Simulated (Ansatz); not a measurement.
PbF2 in the fluorite structure

Computed with Ansatz (plane waves, PAW, 420 eV cutoff): PBE, scalar-relativistic, no spin polarisation, Γ-centred 10×10×10 mesh, 0.05 eV Gaussian smearing. The datasets are Ansatz's generated set soft_2.

```yaml
crystal:
  lattice:
    - [0.00000, 3.00036, 3.00036]
    - [3.00036, 0.00000, 3.00036]
    - [3.00036, 3.00036, 0.00000]
  atoms:
    - { symbol: Pb, position: [0.00000, 0.00000, 0.00000] }
    - { symbol: F, position: [0.25000, 0.25000, 0.25000] }
    - { symbol: F, position: [0.75000, 0.75000, 0.75000] }
```

The start was a prototype's sites filled with these elements; the Crystallography Open Database holds the compound in this structure.

Elastic constants come from the stress of slightly strained cells with relaxed atoms, in GPa, Voigt order xx, yy, zz, yz, xz, xy in the Cartesian frame of the vectors above.

```
102.3  48.7  48.7   0.0   0.0   0.0
 48.7 102.3  48.7   0.0   0.0   0.0
 48.7  48.7 102.3   0.0   0.0   0.0
  0.0   0.0   0.0  20.2   0.0   0.0
  0.0   0.0   0.0   0.0  20.2   0.0
  0.0   0.0   0.0   0.0   0.0  20.2
```

Question: Work out the Voigt, Reuss and Hill moduli.

Answer: Voigt: K = (C11 + C22 + C33 + 2(C12 + C13 + C23))/9 = 67 GPa, G = (C11 + C22 + C33 − C12 − C13 − C23 + 3(C44 + C55 + C66))/15 = 23 GPa. Reuss, from the compliances S = C⁻¹: K = 67 GPa, G = 22 GPa. Hill means: K = 67 GPa, G = 23 GPa.

Question: And Young's modulus, Poisson's ratio, Pugh's ratio and the anisotropy?

Answer: E = 9KG/(3K + G) = 61 GPa, ν = (3K − 2G)/(6K + 2G) = 0.35, K/G = 2.94 (over the 1.75 that Pugh's rule, made for metals, takes as the line between brittle and ductile), universal anisotropy index 5G_V/G_R + K_V/K_R − 6 = 0.10. The eigenvalues of C are 20, 20, 20, 54, 54, 200 GPa, all positive.

Question: What sound velocities and Debye temperature follow for a polycrystal?

Answer: With a density of 7.537 g/cm³ (mean mass 81.7 u, 18.01 Å³/atom), K = 66.6 and G = 22.61 GPa from the unrounded constants, v_l = √((K + 4G/3)/ρ) = 3580 m/s and v_t = √(G/ρ) = 1730 m/s. The mean [(1/v_l³ + 2/v_t³)/3]^(−1/3) is 1950 m/s, and θ_D = (ħ/k_B)(6π²/V)^(1/3) v_m ≈ 220 K, with V the volume an atom. This is the low-temperature, elastic estimate.

For a cubic crystal three numbers say it all: C11 = 102.3, C12 = 48.7, C44 = 20.2 GPa. K = (C11 + 2C12)/3 = 66.6 GPa. The two shear moduli are C44 and C′ = (C11 − C12)/2 = 26.8 GPa, so Zener's ratio C44/C′ is 0.75: the crystal is stiffest along ⟨100⟩ and softest along ⟨111⟩. The Cauchy pressure C12 − C44 is 29 GPa; pair forces would make it zero if every atom sat on a centre of inversion, which isn't so here, so internal relaxation also enters.

The equation of state, an independent route, gives B0 = 67 GPa, against 67 GPa here.

Run time: 7.3 s on 4 threads of AMD EPYC 9R45 96-Core Processor (Zen 5), on a shared host, peak memory 0.55 GiB.

For elements this heavy, spin–orbit coupling would shift levels and gaps; it isn't included here.

Cubic PbF2 resists compression much better than shear: K is 66.6 GPa, while the shear moduli C44 and C′ are only 20.2 and 26.8 GPa. Symmetry helps explain why C44 is the lower of the two. Fluorine sits on a tetrahedral site, where a shear of the C44 type lets the two fluorine sublattices shift against each other and relieve stress, whereas the strains behind C′ and K allow no such shift. The positive Cauchy pressure fits this softening, though many-body forces from the polarisable Pb²⁺ ion probably contribute too, and the relaxed constants alone can't separate the two.

The high K/G therefore reflects weak elastic shear resistance rather than easy plastic flow; fluorite-type crystals typically cleave on {111} planes. The positive eigenvalues establish stability against small homogeneous strains only, not against finite-wavevector phonons or transformation to the orthorhombic cotunnite-type polymorph, the stable form under ambient conditions.
